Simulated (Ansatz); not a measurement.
# PbSe: the cost of one run

Computed with Ansatz 0.2.0, driven from Python. Level of theory: DFT PBEsol, plane waves, PAW.

### 1 The structure

It takes space group P1 (No. 1, triclinic). The conventional cell has a = 4.415 Å, b = 4.415 Å, c = 12.399 Å, α = 100.23°, β = 100.23°, γ = 90.13°. Pb (site symmetry 1) is surrounded by 5 Se at 2.89 to 3.13 Å. Pb (site symmetry 1) is surrounded by 5 Se at 2.89 to 3.24 Å. Se (site symmetry 1) has 5 Pb at 2.89 to 3.13 Å as nearest neighbours. Se (site symmetry 1) is surrounded by 5 Pb at 2.89 to 3.24 Å.

The script reads POSCAR:

```text
PbSe
1.0
   4.41488996    0.00000000    0.00000000
  -0.01031102    4.41487792    0.00000000
  -2.20228947   -2.20743896   12.00079900
Pb Se
2 2
Direct
   0.80019000    0.81454600    0.61762400
   0.19269600    0.19316000    0.38155700
   0.30010500    0.31573400    0.62203500
   0.67685400    0.71266800    0.37680600
```

### 2 The code

Contents of pbse_fold.py:

```python
import warnings

import ansatz as az
from ase.io import read

XC = 'PBEsol'

warnings.simplefilter('ignore', az.DeckWarning)

atoms = read('POSCAR', format='vasp')
pbse = az.Crystal.from_ase(atoms)

mesh = (4, 4, 2)
rows = []
for repeats in [(1, 1, 1), (1, 2, 1), (2, 2, 1)]:
    calc = (
        pbse.supercell(*repeats).calculation()
        .functional(XC)
        .occupations(az.OccupationsMethod.FIXED)
        .kpoints(*(k // n for k, n in zip(mesh, repeats)))
    )
    rep = calc.run().report
    n = len(rep['lattice']['sites'])
    rows.append((repeats, n, rep['free_energy_ev'] / n, rep['fermi_energy_ev'], rep['n_kpoints'], rep['n_symmetry_ops']))
lines = [','.join(['repeats', 'atoms', 'F/atom eV', 'Fermi level eV', 'k-points', 'symmetry operations'])] + [','.join(f'{v:.4f}' if isinstance(v, float) else str(v) for v in row) for row in rows]
print('\n'.join(lines))
with open('fold.csv', 'w') as handle:
    handle.write('\n'.join(lines) + '\n')
```

### 3 The input behind the calls

The package turns the script's settings into the engine's input (first run):

```yaml
crystal:
  lattice:
    - [4.41488996, 0.0, 0.0]
    - [-0.01031102, 4.41487792, 0.0]
    - [-2.20228947, -2.20743896, 12.000799]
  atoms:
    - { symbol: Pb, position: [0.8001899999999998, 0.814546, 0.617624] }
    - { symbol: Pb, position: [0.192696, 0.19316, 0.3815569999999999] }
    - { symbol: Se, position: [0.300105, 0.315734, 0.622035] }
    - { symbol: Se, position: [0.676854, 0.712668, 0.376806] }
kpoints:
  mp_grid:
    grid: [4, 4, 2]
hamiltonian:
  xc: pbesol
scf:
  occupations:
    method: fixed
```

### 4 Launch

On the command line:

```sh
python pbse_fold.py
```

What time and memory should one allow on 1 thread of Intel Xeon Platinum 8488C (Sapphire Rapids), shared host?

About 56 s, with a peak of 1.6 GiB.
